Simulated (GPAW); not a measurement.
# diamond-type (Si)₁₋ₓ(Ge)ₓ at x = 0: the Si K absorption edge, part 2 of 2

What does the Si K edge look like in diamond-type (Si)₁₋ₓ(Ge)ₓ at x = 0?

GPAW 26.7.0; X-ray absorption from dipole matrix elements to empty bands, plane-wave PAW LDA.

So far. Step 2 (The field without a hole): The mesh shows a gap of 0.52 eV. The excited electron is kept all the same, so that all members of the series, with or without a gap, are treated alike.

### 4. Spectrum with XCH, Si atom 1

The holes are 7.7 Å apart. In GPAW the data set carries the hole's charge, so charge=0 means a charged cell and charge=-1 a neutral one. The excited electron is kept in the cell, where it fills the lowest empty states and screens the hole. After the field has converged, empty bands are computed with the density fixed and the dipole matrix elements are summed.

The absorber has 4 Si at 2.35 Å (tetrahedral).

File xas.py:

```python
import numpy as np
from ase import Atoms
from ase.parallel import parprint, paropen
from gpaw import GPAW, PW, FermiDirac, Mixer, MixerDif, setup_paths
from gpaw.test import gen
setup_paths.insert(0, '.')
gen('Si', name='fch1s', xcname='LDA', corehole=(1, 0, 1), write_xml=True)
from gpaw.mpi import world
world.barrier()

atoms = Atoms('Si16',
    cell=[[0, 5.431, 5.431],
     [5.431, 0, 5.431],
     [5.431, 5.431, 0]],
    scaled_positions=[[0, 0, 0],
     [0.125, 0.125, 0.125],
     [0, 0, 0.5],
     [0.125, 0.125, 0.625],
     [0, 0.5, 0],
     [0.125, 0.625, 0.125],
     [0, 0.5, 0.5],
     [0.125, 0.625, 0.625],
     [0.5, 0, 0],
     [0.625, 0.125, 0.125],
     [0.5, 0, 0.5],
     [0.625, 0.125, 0.625],
     [0.5, 0.5, 0],
     [0.625, 0.625, 0.125],
     [0.5, 0.5, 0.5],
     [0.625, 0.625, 0.625]],
    pbc=True)
atoms.calc = calc = GPAW(legacy_gpaw=True, mode=PW(400, force_complex_dtype=True), xc='LDA', setups={0: 'fch1s'},
    kpts={'size': (3, 3, 3), 'gamma': True}, occupations=FermiDirac(0.04),
    charge=-1, mixer=Mixer(0.1, 5, 50), maxiter=150,
    convergence={'density': 0.0001, 'eigenstates': 1e-6}, txt='scf.txt')
energy = atoms.get_potential_energy() + calc.get_reference_energy()
ef = calc.get_fermi_level()
out = dict(energy=energy, fermi=ef, forces=atoms.get_forces().tolist())
parprint(f'all-electron energy {energy:.4f} eV, Fermi level {ef:.4f} eV')
ev = np.array([[calc.get_eigenvalues(k, s) for k in range(len(calc.get_ibz_k_points()))] for s in range(calc.get_number_of_spins())])
out['homo'], out['lumo'], out['counts'] = ev[ev < ef].max(), ev[ev > ef].min(), sorted(set((ev < ef).sum((0, 2)).tolist()))
out['filled'] = (ev[:, 0] < ef).sum(1).tolist()

from ase.units import Ha
from gpaw.xas import dipole_matrix_elements
nb = int(calc.get_number_of_electrons() / 2) + 164
top, nb = nb, nb + 8 + nb // 12
nscf = calc.fixed_density(kpts={'size': (4, 4, 4), 'gamma': True}, nbands=nb,
    convergence={'bands': top, 'eigenstates': 5e-3}, maxiter=60, txt='nscf.txt')
cell = atoms.cell.array
ops = [cell.T @ U.T @ np.linalg.inv(cell.T) for U in nscf.wfs.kd.symmetry.op_scc]
filled = [32]  # bands filled in the ground state, by spin
E = np.arange(-6, 30, 0.1)
fwhm = np.interp(E, [4, 25], [0.9, 3.5])
Y, X, zero, highest = 0, 0, 1e9, 1e9
for spin in range(nscf.get_number_of_spins()):
    wfs = nscf.wfs
    mine = wfs.bd.get_slice()  # this rank's bands
    A = dipole_matrix_elements(wfs.setups[0])
    eps = np.zeros((wfs.kd.nibzkpts, nb))
    d = np.zeros((3, A.shape[1], wfs.kd.nibzkpts, nb), complex)
    for kpt in wfs.kpt_u:
        if kpt.s == spin and 0 in kpt.P_ani:
            eps[kpt.k, mine] = kpt.eps_n * Ha
            d[:, :, kpt.k, mine] = (kpt.weight * wfs.nspins / 2) ** 0.5 * np.inner(A, kpt.P_ani[0])
    world.sum(eps)
    world.sum(d)
    T = np.einsum('amkn,bmkn->abkn', d, d.conj()).real
    T = sum(np.einsum('ai,ijkn,bj->abkn', R, T, R) for R in ops) / len(ops)
    empty = np.ones_like(eps, bool) & (np.arange(nb) >= filled[spin])
    zero, highest = min(zero, eps[empty].min()), min(highest, eps[:, top - 1].min())
    lines = [(eps, T, empty)] if spin == 0 else lines + [(eps, T, empty)]
for eps, T, empty in lines:
    f = np.einsum('aakn->akn', T).reshape(3, -1)
    x = eps.ravel() - zero
    w = np.interp(x, E, fwhm) / 2.35482
    g = np.exp(-0.5 * ((E[:, None] - x) / w) ** 2) / (w * (2 * np.pi) ** 0.5)
    Y = Y + (f * empty.ravel()) @ g.T
    X = X + (f * ~empty.ravel()) @ g.T
out.update(E=E.round(2).tolist(), xas=Y.tolist(), xes=X.tolist(), zero=zero, valid=highest - zero, nk=len(eps), nb=nb)
for i in range(0, len(E), 10):
    parprint(f'{E[i]:7.2f}', *(f'{v:10.3e}' for v in Y[:, i]))
import json
with paropen('out.json', 'w') as f:
    json.dump(out, f)
```

The run is started by

```console
$ OMP_NUM_THREADS=1 mpirun -n 4 gpaw python xas.py
```

Numbers of over 12 decimals in the logs are rounded to 6 here.

What it wrote:

```text
Input parameters:
  charge: -1
  convergence: {density: 0.0001,
                eigenstates: 1e-06}
  kpts: {gamma: True,
         size: (3, 3, 3)}
  maxiter: 150
  mixer: {backend: pulay,
          beta: 0.1,
          method: separate,
          nmaxold: 5,
          weight: 50}
  mode: {ecut: 400.0,
         force_complex_dtype: True,
         name: pw}
  occupations: {fixmagmom: False,
                name: fermi-dirac,
                width: 0.04}
  setups: {0: fch1s}

Initialize ...

[... PAW data sets ...]

Reference energy: -123885.819452  # eV

Spin-paired calculation

[... convergence settings ...]
Symmetries present (total): 24
  [... symmetry matrices ...]

27 k-points: 3 x 3 x 3 Monkhorst-Pack grid
4 k-points in the irreducible part of the Brillouin zone
       k-points in crystal coordinates                weights
   0:     0.00000000    0.00000000    0.00000000          1/27
   1:     0.33333333    0.33333333   -0.33333333         12/27
   2:     0.33333333    0.33333333    0.00000000          6/27
   3:     0.33333333    0.33333333    0.33333333          8/27

Wave functions: Plane wave expansion
  Cutoff energy: 400.000 eV
  Number of coefficients (min, max): 5766, 5846
  Pulay-stress correction: 0.000000 eV/Ang^3 (de/decut=0.000000)
  Using FFTW library
  Wavefunction extrapolation:
    Improved wavefunction reuse through dual PAW basis

Occupation numbers: Fermi-Dirac:
  width: 0.0400  # eV

Eigensolver
   Davidson(niter=2)

Densities:
  Coarse grid: 36*36*36 grid
  Fine grid: 72*72*72 grid
  Total Charge: 0.000000

Density mixing:
  Method: separate
  Backend: pulay
  Linear mixing parameter: 0.1
  old densities: 5
  Width of damping distribution: 1.1
  Damping of long wavelength oscillations: 50

[... Hamiltonian set-up ...]
Number of atoms: 16
Number of atomic orbitals: 64
Number of bands in calculation: 43
Number of valence electrons: 65
Bands to converge: occupied

... initialized

Initializing position-dependent things.

Density initialized from atomic densities
Creating initial wave functions:
  43 bands from LCAO basis set

                             Si
                    Si
                        Si
                      Si
                Si
             Si   Si       Si

         Si       Si   Si
                    Si
              Si
            Si
                Si
       Si

Atomic positions and initial magnetic moments

Positions:
   0 Si     0.000000    0.000000    0.000000    ( 0.0000,  0.0000,  0.0000)
   1 Si     1.357750    1.357750    1.357750    ( 0.0000,  0.0000,  0.0000)
   2 Si     2.715500    2.715500    0.000000    ( 0.0000,  0.0000,  0.0000)
   3 Si     4.073250    4.073250    1.357750    ( 0.0000,  0.0000,  0.0000)
   4 Si     2.715500    0.000000    2.715500    ( 0.0000,  0.0000,  0.0000)
   5 Si     4.073250    1.357750    4.073250    ( 0.0000,  0.0000,  0.0000)
   6 Si     5.431000    2.715500    2.715500    ( 0.0000,  0.0000,  0.0000)
[...]
13 Si     4.073250    4.073250    6.788750    ( 0.0000,  0.0000,  0.0000)
  14 Si     5.431000    5.431000    5.431000    ( 0.0000,  0.0000,  0.0000)
  15 Si     6.788750    6.788750    6.788750    ( 0.0000,  0.0000,  0.0000)

Unit cell:
           periodic     x           y           z      points  spacing
  1. axis:    yes    0.000000    5.431000    5.431000    36     0.1742
  2. axis:    yes    5.431000    0.000000    5.431000    36     0.1742
  3. axis:    yes    5.431000    5.431000    0.000000    36     0.1742

  Lengths:   7.680594   7.680594   7.680594
  Angles:   60.000000  60.000000  60.000000

Effective grid spacing dv^(1/3) = 0.1901

iter:   1  -108.580226
iter:   2  -106.854466   -1.66  -0.77
iter:   3  -105.227221   -1.53  -0.82
iter:   4  -104.980988   -2.59  -1.00
iter:   5  -104.993925   -2.35  -1.24
iter:   6  -104.977607c  -2.63  -1.70
iter:   7  -104.938256   -2.91  -1.79
iter:   8  -104.942221   -3.86  -2.17
iter:   9  -104.926997c  -3.32  -2.20
iter:  10  -104.926057c  -4.98  -2.84
iter:  11  -104.926030c  -5.12  -3.19
iter:  12  -104.926106c  -5.00  -3.32
iter:  13  -104.925944c  -5.46  -3.29
iter:  14  -104.925943c  -7.46c -3.66
iter:  15  -104.925950c  -6.57c -3.71
iter:  16  -104.925944c  -6.74c -3.87
iter:  17  -104.925944c  -8.74c -4.26c

Converged after 17 iterations.

Dipole moment: (-23.908889, -23.908889, -23.908889) |e|*Ang

Energy contributions relative to reference atoms: (reference = -123885.819452)

Kinetic:       +123.273234
Potential:     -112.414362
External:        +0.000000
XC:            -115.536782
Entropy (-ST):   -0.031147
Local:           -0.232461
SIC:             +0.000000
--------------------------
Free energy:   -104.941517
Extrapolated:  -104.925944

Showing only first 2 kpts
 Kpt  Band  Eigenvalues  Occupancy
  0    30      5.05000    2.00000
  0    31      5.05000    2.00000
  0    32      5.19670    1.99999
  0    33      5.68192    1.20550

  1    30      3.40935    2.00000
  1    31      4.48027    2.00000
  1    32      6.32082    0.00000
[...]
Fermi level: 5.69860

No gap
No difference between direct/indirect transitions

Forces in eV/Ang:
  0 Si   -0.00000    0.00000    0.00000
  1 Si    0.12259    0.12259    0.12259
  2 Si   -0.00000    0.00000   -0.24359
  3 Si   -0.12259   -0.12259    0.12259
  4 Si   -0.00000   -0.24359    0.00000
  5 Si   -0.12259    0.12259   -0.12259
  6 Si    0.24359    0.00000   -0.00000
[...]
13 Si    0.01944    0.01944   -0.01944
 14 Si   -0.00000    0.00000    0.00000
 15 Si   -0.01944   -0.01944   -0.01944
Scalar-relativistic atomic LDA calculation for Si (Silicon, Z=14)
Core hole in 1s state (1s occupation: 1.0)
450 radial gridpoints.
|------------------------------------------------|
|------------------------------------------------|
[... the atom generator's iteration count ...]

Energy contributions:
-------------------------
Kinetic:     +220.780583
XC:           -16.024777
Potential:   -425.439960
-------------------------
Total:       -220.684154

state      eigenvalue         ekin         rmax
-----------------------------------------------
1s^1.0 :   -70.908741    95.421565        0.072
2s^2.0 :    -6.456485    14.802915        0.434
2p^6.0 :    -4.992185    14.606350        0.356
3s^2.0 :    -0.832237     2.282916        1.576
3p^2.0 :    -0.531202     1.774628        1.742
-----------------------------------------------
(units: Bohr and Hartree)

Generating PAW setup
Kinetic energy of the core from tauc = 213.098295270902
Cutoffs:
rc(s)=2.000
rc(p)=2.000
rc(d)=2.000
rc(vbar)=1.800
rc(comp)=2.000
rc(nct)=2.000

Kinetic energy of the core states: 212.665494
Charge: 1.0
Core electrons: 9.0
Valence electrons: 4.0
Pseudo-core charge: 0.076274
Shape function alpha=2.500
Pseudo-electron charge 4.459138
state    eigenvalue         norm
--------------------------------
3s(2) :    -0.832237     1.189334
*s    :     0.167763
3p(2) :    -0.531202     1.002098
*p    :     0.468798
*d    :     0.000000
--------------------------------

Diagonalizing with gridspacing h=0.050

state   all-electron     PAW
-------------------------------
3s:      -0.832237    -0.832487
3p:      -0.531202    -0.531501
*d:                   -0.147046
*f:                   -0.019078
-------------------------------
all-electron energy -123990.7454 eV, Fermi level 5.6986 eV
[...]
27.00  4.758e-06  4.758e-06  4.758e-06
  28.00  4.530e-06  4.530e-06  4.530e-06
  29.00  4.281e-06  4.281e-06  4.281e-06
```

Elapsed: 64 s, on 4 MPI ranks of Arm Neoverse V2, shared host; peak memory 0.4 GiB.

The Si K spectrum, Si atom 1, excited-electron core hole (neutral cell) (energy from the bottom of the conduction band, which holds the excited electron; intensity scaled to a mean of 1 over the first 20 eV):

| E (eV) | intensity |
| --- | --- |
| -2.0 | 0.00 |
| -1.5 | 0.00 |
| -1.0 | 0.00 |
| -0.5 | 0.01 |
| 0.0 | 0.12 |
| 0.5 | 0.46 |
| 1.0 | 0.88 |
| 1.5 | 1.23 |
| 2.0 | 1.25 |
| 2.5 | 1.16 |
| 3.0 | 1.44 |
| 3.5 | 1.70 |
| 4.0 | 1.60 |
| 4.5 | 1.18 |
| 5.0 | 0.97 |
| 5.5 | 0.86 |
| 6.0 | 0.81 |
| 6.5 | 1.14 |
| 7.0 | 1.38 |
| 7.5 | 1.10 |
| 8.0 | 0.79 |
| 8.5 | 0.80 |
| 9.0 | 1.03 |
| 9.5 | 1.20 |
| 10.0 | 1.15 |
| 10.5 | 1.00 |
| 11.0 | 0.91 |
| 11.5 | 0.95 |
| 12.0 | 1.04 |
| 12.5 | 1.12 |
| 13.0 | 1.15 |
| 13.5 | 1.12 |
| 14.0 | 1.02 |
| 14.5 | 0.89 |
| 15.0 | 0.78 |
| 15.5 | 0.74 |
| 16.0 | 0.76 |
| 16.5 | 0.82 |
| 17.0 | 0.87 |
| 17.5 | 0.90 |
| 18.0 | 0.87 |
| 18.5 | 0.82 |
| 19.0 | 0.78 |
| 19.5 | 0.75 |
| 20.0 | 0.74 |
| 20.5 | 0.73 |
| 21.0 | 0.71 |
| 21.5 | 0.67 |
| 22.0 | 0.63 |
| 22.5 | 0.60 |
| 23.0 | 0.59 |
| 23.5 | 0.61 |
| 24.0 | 0.66 |
| 24.5 | 0.72 |
| 25.0 | 0.79 |
| 25.5 | 0.84 |

Main maxima below 24 eV (height): 1.8 eV (1.30), 3.6 eV (1.71), 7.0 eV (1.38), 9.6 eV (1.21), 13.0 eV (1.15) and 17.5 eV (0.90). A K edge sees empty p states on the absorber.

The total-energy difference is 1843.54 eV. One term is added: -14.86 eV, since the hole is spin-paired here and a spin-polarised one costs that much less in the free atom (computed apart). The photon energy is then 1828.68 eV. The tabulated edge of the element is 1839 eV. The functional leaves an error in such absolute values: in the free atom LDA prices this hole 7.8 eV below PBE (computed apart), and PBE is itself good to a few eV.

### 5. Results

```
absorber and edge                               : Si K, atom 1 of the ground-state input (counted from 1)
surroundings                                    : 4 Si at 2.35 Å (tetrahedral)
highest intensity below 16 eV                   : 3.6 eV above the zero, height 1.71
photon energy of the zero, with the added terms : 1828.7 eV (raw 1843.5 eV; LDA puts this hole about 8 eV below PBE, itself good to a few eV)
```

What this shows: The Si K edge of atom 1, with 4 Si at 2.35 Å (tetrahedral), has its highest intensity of the first 16 eV at 3.6 eV above the zero, near 1832 eV in photon energy (LDA puts this hole about 8 eV below PBE, itself good to a few eV), 1.7 times the mean level of the first 20 eV (Gaussian full width 0.9 eV up to 4 eV, rising linearly to 3.5 eV at 25 eV). The mesh is coarse (0.25 Å⁻¹ between points), so small maxima may be mesh ripples. Lifetime broadening is put in by hand, and intensities beyond about 20 eV depend on it and on the partial waves; weight that the partial waves miss at high energy is lost.

[Banner, clock and machine lines of the logs are left out without a mark of their own.]

[Logs are printed without paths, hosts, clocks, repeated set-up lines and the standing remarks that a program may print on its own settings, such as how far it seeks lower states.]

[Hosts, paths, dates, database ids (printed as entryN), source tags and the programs' standing remarks are cut or masked in the printed files.]

[Lists of maxima count a maximum above −3 eV only where it reaches 4 % of the highest in the window and stands out from its surroundings by 2 % of it (1.5 % where it reaches 55 %); shoulders and weaker maxima are passed over, and of the rest the first, up to two pre-edge ones and the few strongest are named.]
